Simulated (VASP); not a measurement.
Input of a VASP 6.6.1 run:

File INCAR:

```
SYSTEM = SnS2
PREC = Accurate ; ENCUT = 300
EDIFF = 1E-6 ; ISMEAR = 0
SIGMA = 0.03 ; LREAL = .False.
LASPH = .True. ; NELM = 80
ALGO = Normal ; ISIF = 3
LWAVE = .False. ; LCHARG = .False.
GGA = PE ; IBRION = 2
NSW = 90 ; EDIFFG = -0.01
```

The input KPOINTS:

```
Automatic mesh
0
Gamma
  5 5 3
  0 0 0
```

Contents of POSCAR:

```
SnS2
1.0
    3.6390000000      0.0000000000      0.0000000000
   -1.8195000000      3.1514664444      0.0000000000
    0.0000000000      0.0000000000      5.8680000000
Sn S
1 2
Direct
    0.0000000000      0.0000000000      0.0000000000
    0.3333333333      0.6666666667      0.2500000000
    0.6666666667      0.3333333333      0.7500000000
```

Potentials or basis: VASP PAW PBE potentials, release 64 (Sn, S).

Run with:

```sh
$ cat potpaw_PBE.64/Sn/POTCAR potpaw_PBE.64/S/POTCAR > POTCAR
$ mpirun -np 1 vasp_std > vasp.out
```

Problem. Predict the band gap on the k mesh.

Solution. 1.65 eV, indirect (least direct gap 1.92 eV).

Problem. What does it give for the relaxed cell?

Solution. a = 3.701 Å, b = 3.701 Å, c = 6.290 Å, α = 90.00°, β = 90.00°, γ = 120.00°.

Problem. Estimate the space group after relaxing (to 0.05 Å).

Solution. P-3m1 (No. 164).

Problem. Estimate the relaxed volume.

Solution. 24.88 Å³/atom.

Final structure:
```yaml
crystal:
  lattice:
    - [3.70139, 0.00000, 0.00000]
    - [-1.85070, 3.20550, 0.00000]
    - [0.00000, 0.00000, 6.29025]
  atoms:
    - { symbol: Sn, position: [0.00000, 0.00000, 0.00000] }
    - { symbol: S, position: [0.33333, 0.66667, 0.23422] }
    - { symbol: S, position: [0.66667, 0.33333, 0.76578] }
```

Caveat: the cutoff is under 1.25 times the usual one of these potentials, so pressure, stress and relaxed cells hold a basis-set (Pulay) error; spin-orbit coupling is left out, which moves the levels of the heavy elements; an odd mesh through Γ misses points on the zone boundary, where band edges often lie; this functional lacks dispersion, which binds the layers, so the pressure and a relaxed spacing across them are unreliable; the volume moved by +11 % from the deposited cell, more than functionals usually miss.
